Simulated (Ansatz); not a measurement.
## Si₂Mo: hydrostatic pressure series

Computed with DFT PBEsol, scalar-relativistic, plane waves, PAW (Ansatz). (420 eV cutoff, 18×18×18 k-mesh, Gaussian smearing of 0.10 eV, no spin polarisation)

The relaxed crystal:

```
Si Mo
1.0
    -1.59504    1.59504    3.91069
     1.59504   -1.59504    3.91069
     1.59504    1.59504   -3.91069
Si Mo
2 1
Direct
  0.33506 0.33506 0.00000
  0.66494 0.66494 0.00000
  0.00000 0.00000 0.00000
```

Cell and atoms are relaxed at each pressure within the symmetry of the start, at zero temperature, so transitions that lower the symmetry aren't seen. The k-mesh given is that at zero pressure and may differ at others. a, b and c are the lengths of the cell vectors above.

| P (GPa) | V (Å³/atom) | V/V0 | a (Å) | b (Å) | c (Å) |
| --- | --- | --- | --- | --- | --- |
| -2 | 13.39 | 1.009 | 4.527 | 4.527 | 4.527 |
| 0 | 13.27 | 1.000 | 4.515 | 4.515 | 4.515 |
| 2 | 13.15 | 0.991 | 4.502 | 4.502 | 4.502 |
| 5 | 12.98 | 0.978 | 4.485 | 4.485 | 4.485 |
| 10 | 12.72 | 0.959 | 4.458 | 4.458 | 4.458 |
| 20 | 12.28 | 0.926 | 4.410 | 4.410 | 4.410 |
| 40 | 11.58 | 0.873 | 4.332 | 4.332 | 4.332 |

**Question.** What bulk modulus and pressure derivative fit these points?

**Answer.** A third-order Birch–Murnaghan fit gives B0 = 219 GPa and B0' = 4.3.